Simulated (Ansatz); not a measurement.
**Hg: squeezing one contact**

The task here is to estimate one member of a computed series from the others.

Method: DFT PBE, with the methods named in each step, in Ansatz 0.2.0.

2 further runs of the same task are left out: 2 that didn't finish.

## Starting point

Symmetry: Fd-3m, No. 227, cubic system. Conventional cell: a = 6.661 Å, b = 6.661 Å, c = 6.661 Å, α = 90.00°, β = 90.00°, γ = 90.00°. Hg (site symmetry -43m) has 4 Hg at 2.88 Å as nearest neighbours.

Structure file:

```xyz
2
Lattice="0.0000 3.3303 3.3303 3.3303 0.0000 3.3303 3.3303 3.3303 0.0000" Properties=species:S:1:pos:R:3 pbc="T T T"
Hg   -0.8326   -0.8326   -0.8326
Hg    0.8326    0.8326    0.8326
```

Atoms are numbered in the order of the input: Hg1, Hg2.

Set-up of the first run:

Contents of input.yaml:

```yaml
crystal:
  lattice:
    - [0.0, 3.3303445432, 3.3303445432]
    - [3.3303445432, 0.0, 3.3303445432]
    - [3.3303445432, 3.3303445432, 0.0]
  atoms:
    - { symbol: Hg, position: [-0.125, -0.125, -0.125] }
    - { symbol: Hg, position: [0.125, 0.125, 0.125] }
kpoints:
  mp_grid: { grid: [8, 8, 8] }
scf:
  occupations: { method: fermi_dirac, width: 0.05 }
hamiltonian:
  xc: pbe
  pseudopotentials: { kind: all_electron, lapw: { basis_error: 0.001 } }
output:
  forces: true
  stress: true
  eigenvalues: true
  populations: true
```

Launch:

```
> ansatz run input.yaml --threads 1 --pin off --max-ram 2048MiB --backend cpu --events-out ev --progress --plain --runs-dir out
```

Among the steps run: The bond as given, LAPW; Shortest bond scaled by 0.94, LAPW; Shortest bond scaled by 0.82, LAPW; Shortest bond scaled by 0.76, LAPW; Shortest bond scaled by 0.76, crystal datasets; Shortest bond scaled by 0.7, LAPW.

One table of the session follows, with a row left open; its other results are not shown here.

| method | length (Å) | F from the given length (eV/cell) | force along the bond (eV/Å) | pressure (GPa) | largest force (eV/Å) |
| --- | --- | --- | --- | --- | --- |
| LAPW | 2.019 | 5.130 | 23.622 | 32.16 | 23.622 |
| LAPW | 2.192 | 2.238 | 11.246 | 16.30 | 11.246 |
| LAPW | 2.365 | 0.882 | 5.146 | 8.09 | 5.146 |
| LAPW | 2.711 | 0.051 | 0.684 | 2.33 | 0.684 |
| LAPW | 2.884 | 0.000 | 0.000 | 1.89 | 0.000 |
| PAW | 2.019 | 5.118 | 23.560 | 32.07 | 23.560 |
| PAW | 2.192 | 2.233 | 11.219 | 16.26 | 11.219 |
| PAW | 2.365 | ? | ? | ? | ? |
| PAW | 2.711 | 0.051 | 0.684 | 2.33 | 0.684 |
| PAW | 2.884 | 0.000 | 0.000 | 1.90 | 0.000 |
| PAW (source ansatz) | 2.019 | – | 23.665 | 32.23 | 23.665 |
| crystal datasets | 2.192 | – | 11.247 | 16.30 | 11.247 |

Estimate the missing values for PAW, 2.365.

**Answer.** F from the given length (eV/cell): 0.880; force along the bond (eV/Å): 5.133; pressure (GPa): 8.07; largest force (eV/Å): 5.133.

Caveats from the session: Rows by PAW come from runs of the same series that aren't printed here. Warnings in the runs' records: gradients without spin orbit, crystal datasets made.
